The spread of a Wannier function is the mean square distance of its density from its own centre, $\Omega=\langle r^2\rangle-|\langle\mathbf r\rangle|^2$. The functions here come from a density-functional calculation of cubic SnTe. Its bands were projected onto s, p and d orbitals of both atoms, and the resulting functions were made orthonormal. The usual last step, which mixes the functions with one another to shrink them, was left out. They therefore keep the character of atomic orbitals, and together they span some empty bands as well as the filled ones.

A useful size to remember is 1.6 to 3.1 Å$^2$ for the 5s and 5p functions of these two atoms. Its square root, roughly 1.5 Å, is about half the distance between neighbours. The inner 4d functions come out roughly eight to seventeen times smaller in spread than the valence functions of the same atom.

Wannier functions of cubic SnTe (Fm-3m, 2-atom cell) from GPAW 26.7.0 and Wannier90 3.1.0, projected without spread minimisation. PBE, PAW data sets (gpaw-data 1.2.1, 16-electron set for Te), plane waves to 600 eV, no spin-orbit coupling; k meshes 7×7×7 for the density and 6×6×6 for the Wannier functions.

```csv
row,function a (fractional),function b (fractional),function c (fractional),function spread (angstrom^2)
1,0.500,0.500,0.500,1.577
2,0.500,0.500,0.500,2.294
3,0.500,0.500,0.500,2.294
4,0.500,0.500,0.500,2.294
5,0.500,0.500,0.500,0.132
6,0.500,0.500,0.500,0.132
7,0.500,0.500,0.500,0.197
8,0.500,0.500,0.500,0.132
9,0.500,0.500,0.500,0.197
10,0.000,0.000,0.000,1.942
11,0.000,0.000,0.000,3.082
12,0.000,0.000,0.000,3.082
13,0.000,0.000,0.000,3.082
14,0.000,0.000,0.000,0.188
15,0.000,0.000,0.000,0.188
16,0.000,0.000,0.000,0.203
17,0.000,0.000,0.000,0.188
18,0.000,0.000,0.000,0.203
```

The density was computed on a mesh of seven k points along each axis, and the spreads were measured on one of six. By a rough estimate this finite mesh makes the widest functions, Sn 5p, come out about 4 % too small. The columns function a, b and c give each centre as fractions of the cell edges. Rows 1 to 9 sit on the Te nucleus and rows 10 to 18 on the Sn nucleus, as the cubic symmetry demands. With the centre on the nucleus, the spread is simply the mean $r^2$ of an orbital, and that can be estimated by hand.

**Rows 2 to 4, Te 5p.** These three equal functions are the simplest place to start. Slater's picture of an atom gives an outer electron the radial form $r^{n^*-1}e^{-Z_\mathrm{eff}r/(n^*a_0)}$, where $a_0$ is the Bohr radius, $Z_\mathrm{eff}$ the nuclear charge that the electron still feels behind the others, and $n^*$ an effective shell number, 4.0 for the fifth shell. The mean square radius of this form is

$$\langle r^2\rangle=\frac{(2n^*+1)(2n^*+2)}{4}\left(\frac{n^*a_0}{Z_\mathrm{eff}}\right)^2\approx\frac{100\ \text{Å}^2}{Z_\mathrm{eff}^2}.$$

The charge $Z_\mathrm{eff}$ follows from counting electrons. Each other electron in the 5s and 5p orbitals screens 0.35 of a proton, each of the 18 electrons in the fourth shell 0.85, and each of the 28 further in a full proton. For neutral Te, with five other outer electrons,

$$Z_\mathrm{eff}=52-5(0.35)-18(0.85)-28=6.95,$$

and $100/6.95^2$ is about 2.1 Å$^2$. The calculation gives 2.294 Å$^2$, so the estimate is 9 % low. No value of the table went into it.

**Row 1, Te 5s.** The same count would give the 5s function the same size, because Slater's rules treat s and p electrons of a shell alike. The calculated 5s spread is clearly smaller, 1.577 Å$^2$. An s electron has density at the nucleus and spends more of its time than a p electron inside the inner shells, where the screening is weaker. It is therefore bound more tightly and drawn inwards, and in the same calculation the 5s function of Te does lie about 9 eV below its 5p functions.

A single factor can stand for this penetration. The calculated 5s spread is 0.76 of the plain Slater value on Te and 0.61 on Sn, and two thirds is a round number between them. The whole rule is then $100\ \text{Å}^2/Z_\mathrm{eff}^2$ for 5p, and two thirds of that for 5s.

**Rows 5 to 9, Te 4d.** Here the rule ends. Slater's recipe for the 4d shell, with its own $n^*$ and screening, gives 0.46 Å$^2$, while the calculated spreads are 0.132 and 0.197 Å$^2$. Part of the excess probably lies in the recipe. It lets every 4s and 4p electron screen a full proton, although these electrons occupy much the same region as the 4d electrons, so $Z_\mathrm{eff}$ comes out too small and the orbital too wide.

The calculated values may also be too low. The method treats the part of an orbital close to the nucleus separately. If the step that measures the spread counts only the charge of that part and not its extent, a function as compact as 4d loses much of its size. This is a guess, and a reason not to take the 4d spreads as physical radii.

The five Te 4d functions also fall into two groups. Rows 7 and 9, whose lobes point at the Sn neighbours, are wider than the three whose lobes point between them. A small tail on the neighbours could do this, because density at a distance $d$ counts with $d^2$: 1 % of the weight at 3.15 Å adds about 0.1 Å$^2$. Less than 1 % would cover the whole difference. The energies of the functions fit this picture. The two wider ones lie 0.2 eV above the other three, while the 5s and 5p functions of Sn lie some 31 to 37 eV higher still. In a simple weighted average, 0.5 to 0.7 % of Sn character would give that shift. This supports the tail but does not prove it.

**Rows 10 to 13, Sn 5s and 5p.** Sn has two protons and two outer electrons fewer than Te. Each outer electron screens only 0.35 of a proton, so every step to the right within the p block raises $Z_\mathrm{eff}$ by 0.65 and pulls the orbitals in. Sn, two steps to the left, has

$$Z_\mathrm{eff}=50-3(0.35)-18(0.85)-28=5.65$$

and should have the wider functions, as the table confirms for both 5s and 5p.

For Sn 5s the estimate is $\tfrac23\times100/5.65^2$, or about 2.1 Å$^2$, against a calculated 1.942 Å$^2$. It is 8 % high, but this row helped to set the factor. A fairer trial takes the factor from one atom and applies it to the other, which gives errors of 23 % for Sn and 19 % for Te. For a 5s function on another p-block atom of the same period, an error of about 20 % or more should be expected.

Over the eight valence rows the rule stays within about 12 % of the calculated spread, though these rows hold only four different values. Without the s factor the worst error is 63 %, for Sn 5s. The rule is better at sizes than at differences between elements: it makes the Sn functions 1.5 times as wide in spread as those of Te, while the calculation gives 1.34 for 5p and 1.23 for 5s.

The agreement should not be read as a sign that the atoms in SnTe are neutral. Counting the electrons of Sn$^{2+}$ and Te$^{2-}$ instead puts Te 5p 12 % too high and Sn 5p 9 % too low. The neutral count misses by 9 % and 2 %, so it does better, but the ionic errors are still about as large as the worst error of the rule itself. A rule this rough cannot reveal the charge.

**Rows 14 to 18, Sn 4d.** The two functions that point at the neighbours are again the wider ones, but only by 0.015 Å$^2$. They lie about 0.01 eV below the other three, not above them, so here the energies lend no support to a tail on the neighbours. All five functions are wider than their Te counterparts, as the lower nuclear charge would suggest, and Slater's value is again far too large, here more than three times the calculated one in every row. The failure thus belongs to the 4d shell on both atoms, and the hand rule should be kept for the outer s and p functions.
